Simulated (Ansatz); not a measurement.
# As in Ansatz: the effect of functional

Crystal: As.

```
CELL_PARAMETERS angstrom
2.66714 0.00000 0.00000
0.00000 2.66714 0.00000
0.00000 0.00000 2.66714
ATOMIC_POSITIONS crystal
As 0.50000 0.50000 0.50000
```

This isn't the form of As at room conditions, which is rhombohedral.

The cell isn't the ideal one: volume scaled by 0.96.

Alike in all runs:

| Quantity | Value |
| --- | --- |
| Program | Ansatz 0.2.0 |
| Task | single point |
| Potentials or basis | Ansatz PAW |
| k mesh | 10 × 10 × 10 |
| Occupations | fermi-dirac, width 0.05 eV |
| Spin | no spin polarisation |

```csv
functional,cutoff,pressure (GPa)
LDA,420 eV (not typed: the program's choice for these potentials),0.4
PBEsol,420 eV (not typed: the program's choice for these potentials),?
r2SCAN,500 eV (not typed: the program's choice for these potentials),3.9
```

Problem. What does the run with functional PBEsol give?

Solution. Pressure 2.2 GPa.

Caveats: the PAW data sets come from PBE, with cores solved anew for the run's functional, which leaves a small shift of forces and pressure.
